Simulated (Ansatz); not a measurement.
The system is GaP.

```
CELL_PARAMETERS angstrom
0.00000 2.72525 2.72525
2.72525 0.00000 2.72525
2.72525 2.72525 0.00000
ATOMIC_POSITIONS crystal
Ga 0.00000 0.00000 0.00000
P 0.75000 0.75000 0.75000
```

* Program: Ansatz 0.2.0
* Task: relaxation of cell and atoms
* Functional: RPBE
* Potentials or basis: all-electron LAPW, scalar-relativistic
* Basis error allowed: 0.001 eV/atom
* k mesh: 8 × 8 × 8
* Occupations: fermi-dirac, width 0.05 eV
* Spin: no spin polarisation

At the start: volume 20.24 Å³/atom.

Where does the relaxation end?

Over 5 steps the energy falls by 16.0 meV/atom and the volume is 21.42 Å³/atom (+5.8 %); space group F-43m (No. 216, to 0.05 Å).

Step by step:
```
step  energy change (eV)  largest force (eV/Å)  volume (Å³)
   1              0.0000                0.0000        40.48
   2             -0.0286                0.0000        42.05
   3             -0.0320                0.0000        42.76
   4             -0.0320                0.0000        42.84
   5             -0.0320                0.0000        42.84
```

Final structure:
```cif
data_structure
_symmetry_space_group_name_H-M 'P 1'
_symmetry_Int_Tables_number 1
_cell_length_a 3.9275
_cell_length_b 3.9275
_cell_length_c 3.9275
_cell_angle_alpha 60.000
_cell_angle_beta 60.000
_cell_angle_gamma 60.000
_cell_volume 42.84
loop_
_atom_site_label
_atom_site_type_symbol
_atom_site_fract_x
_atom_site_fract_y
_atom_site_fract_z
_atom_site_occupancy
Ga1 Ga 0.00000 0.00000 0.00000 1
P1 P 0.75000 0.75000 0.75000 1
```
